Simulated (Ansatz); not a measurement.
# Cu12F: the cost of one run

Computed with Ansatz 0.2.0 (DFT PBE, scalar-relativistic, plane waves, PAW, unless a step's input says otherwise).

4 further runs of the same task are left out: 2 that didn't finish, 2 set aside as unsound or not needed.

### Step 1. The structure to begin with

It takes space group Fm-3m (No. 225, cubic). The conventional cell has a = 3.615 Å, b = 3.615 Å, c = 3.615 Å, α = 90.00°, β = 90.00°, γ = 90.00°. Around Cu (site symmetry m-3m) lie 12 Cu at 2.56 Å.

Structure file:

```
CELL_PARAMETERS angstrom
0.00000 1.80750 1.80750
1.80750 0.00000 1.80750
1.80750 1.80750 0.00000
ATOMIC_POSITIONS crystal
Cu 0.00000 0.00000 0.00000
```

The structure comes from the Crystallography Open Database.

### Step 6. Setting up the map

Atoms count from 1 in the order of the input.

F is moved over the surface cell; relaxed at each place: the height of the adsorbate's atoms; substrate rigid; the origin of the map has the adsorbate above Cu9.

- position of F13 along the first surface vector, from above Cu9: 6 values from 0.000 to 0.833, periodic
- position of F13 along the second surface vector, from above Cu9: 6 values from 0.000 to 0.833, periodic

Relaxed at each point: the height of the adsorbate's atoms; substrate rigid. Points are written as (first, second).

The two vectors of the plane (Å): (2.566, 0.000, 0.000); (-1.283, 2.222, 0.000).

(The set-up runs are not shown.)

### Step 7. Grid point (0/6, 0/6) of the map's two axes

File input.yaml:

```yaml
crystal:
  lattice:
    - [5.1319544646, 0.0, 0.0]
    - [-2.5659772323, 4.4444029374, 0.0]
    - [0.0, 0.0, 19.6215700548]
  atoms:
    - { symbol: Cu, position: [0.3333333333, 0.1666666667, 0.2038572851] }
    - { symbol: Cu, position: [0.3333333333, 0.6666666667, 0.2038572851] }
    - { symbol: Cu, position: [0.8333333333, 0.1666666667, 0.2038572851] }
    - { symbol: Cu, position: [0.8333333333, 0.6666666667, 0.2038572851] }
    - { symbol: Cu, position: [0.1666666667, 0.3333333333, 0.3088788036] }
    - { symbol: Cu, position: [0.1666666667, 0.8333333333, 0.3088788036] }
    - { symbol: Cu, position: [0.6666666667, 0.3333333333, 0.3088788036] }
    - { symbol: Cu, position: [0.6666666667, 0.8333333333, 0.3088788036] }
    - { symbol: Cu, position: [0.0, 0.0, 0.4139103055] }
    - { symbol: Cu, position: [0.0, 0.5, 0.4139103055] }
    - { symbol: Cu, position: [0.5, 0.0, 0.4139103055] }
    - { symbol: Cu, position: [0.5, 0.5, 0.4139103055] }
    - { symbol: F, position: [0.0, 0.0, 0.5107425159] }
basis:
  ecutwfc: 420
kpoints:
  mp_grid: { grid: [6, 6, 1] }
hamiltonian:
  xc: pbe
  pseudopotentials: { kind: paw, azcp: { folder: soft_1 } }
scf:
  occupations: { method: gaussian, width: 0.1 }
output:
  forces: true
  eigenvalues: true
relax:
  adjacent_minimum: "off"
  f_tol: 0.025
  max_steps: 16
  constraints:
    - { sites: [0, 1, 2, 3, 4, 5, 6, 7, 8, 9, 10, 11] }
    - { sites: [12], fix: xy }
efield:
  axis: 3
  dipole_correction: true
  ramp_width: 0.04
```

Command:

```
ansatz run input.yaml --threads 4 --pin off --max-ram 12288MiB --backend cpu --events-out ev --progress --plain --runs-dir out
```

Q: Estimate wall time and peak memory on 4 threads of Arm Neoverse V2, shared host.

About 44 s, with a peak of 1.5 GiB.
